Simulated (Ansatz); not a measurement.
# KI (Cmcm), axial (c/a) deformation path

Theory: DFT LDA, scalar-relativistic, plane waves, PAW (Ansatz 0.2.0). Cutoff 420 eV, Γ-centred 6×6×4 k-points, Gaussian smearing of 0.05 eV. Spin–orbit coupling is left out, which matters for the heavy elements here. No spin polarisation. Energies are free energies at this smearing, counted from the undisturbed cell; pressure is positive in compression.

Reference structure (as given, not relaxed at this level; it stands at -1.7 GPa; this form isn't the usual structure):

```yaml
crystal:
  lattice:
    - [2.51266, -4.25523, 0.00000]
    - [2.51266, 4.25523, 0.00000]
    - [0.00000, 0.00000, 8.67659]
  atoms:
    - { symbol: K, position: [0.50000, 0.50000, 0.50000] }
    - { symbol: K, position: [0.50000, 0.50000, 0.00000] }
    - { symbol: I, position: [0.84023, 0.15977, 0.25000] }
    - { symbol: I, position: [0.15977, 0.84023, 0.75000] }
```

At fixed volume and fractional coordinates, lengths along (0.000, 0.000, 1.000) are scaled against those across it; ρ is that ratio over its starting value.

```
    ρ  ΔE (meV/atom) pressure (GPa) gap on the mesh (eV)
0.850           30.2            -1.7                  3.29
0.920            7.5            -1.6                  3.46
1.000            0.0            -1.7                  3.39
1.100           13.8            -1.8                  3.15
1.200           50.0            -1.9                  2.78
```